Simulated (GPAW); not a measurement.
Here is a GPAW 26.7.0 calculation.

Contents of run.py:

```python
from ase.calculators.mixing import SumCalculator
from ase.filters import FrechetCellFilter
from ase.io import read, write
from ase.optimize import BFGS
from ase.units import GPa
from dftd4.ase import DFTD4
from gpaw import GPAW, PW, setup_paths

setup_paths.insert(0, '.')

atoms = read('MoSe2.xyz')

calc = GPAW(mode=PW(600),
            xc='PBEsol',
            kpts={'size': (6, 6, 2), 'gamma': True},
            occupations={'name': 'fermi-dirac', 'width': 0.05},
            nbands=46,
            convergence={'density': 1e-05, 'energy': 1e-05},
            maxiter=150,
            txt='gpaw.txt')
atoms.calc = SumCalculator([calc, DFTD4(method='pbesol')])
opt = BFGS(FrechetCellFilter(atoms, scalar_pressure=-1 * GPa), trajectory='relax.traj', logfile='-')
done = opt.run(fmax=0.05, steps=100)
calc.write('gs.gpw')
write('result.traj', atoms)
print('Converged:', done)
print('Cell:', atoms.cell.cellpar().round(4))
print('Volume:', round(atoms.get_volume(), 4))
print(atoms.get_scaled_positions().round(5))
```

File MoSe2.xyz:

```xyz
6
Lattice="3.2880000000 0.0000000000 0.0000000000 -1.6440000000 2.8474915276 0.0000000000 0.0000000000 0.0000000000 12.9000000000" Properties=species:S:1:pos:R:3 pbc="T T T"
Mo     1.6440000002      0.9491638424      9.6750000000
Mo    -0.0000000002      1.8983276852      3.2250000000
Se     1.6440000002      0.9491638424      4.8375000000
Se    -0.0000000002      1.8983276852     11.2875000000
Se     1.6440000002      0.9491638424      1.6125000000
Se    -0.0000000002      1.8983276852      8.0625000000
```

Potentials or basis: PAW data sets generated in the run's folder for this functional, pw.

The run is started by

```sh
$ gpaw-setup -f PBEsol Mo Se
$ OMP_NUM_THREADS=1 python run.py
```

Task: Estimate the space group after relaxing (to 0.05 Å).

Result: P6_3/mmc (No. 194).

Task: Predict the dispersion energy per atom.

Result: -0.276 eV.

Task: Predict the band gap on the k mesh.

Result: 0.84 eV, indirect (least direct gap 1.51 eV).

Task: Estimate the relaxed cell.

Result: a = 3.252 Å, b = 3.252 Å, c = 12.923 Å, α = 90.00°, β = 90.00°, γ = 120.00°.

Forces on the atoms (eV/Å):
```
Mo   0.000  0.000  0.000
Mo   0.000  0.000  0.000
Se   0.000  0.000  0.036
Se   0.000  0.000  0.036
Se   0.000  0.000 -0.036
Se   0.000  0.000 -0.036
```

Caveat: the k mesh is coarse; later steps reuse the first step's grids. A hybrid or GW would open this gap; PBEsol tends to underestimate it.
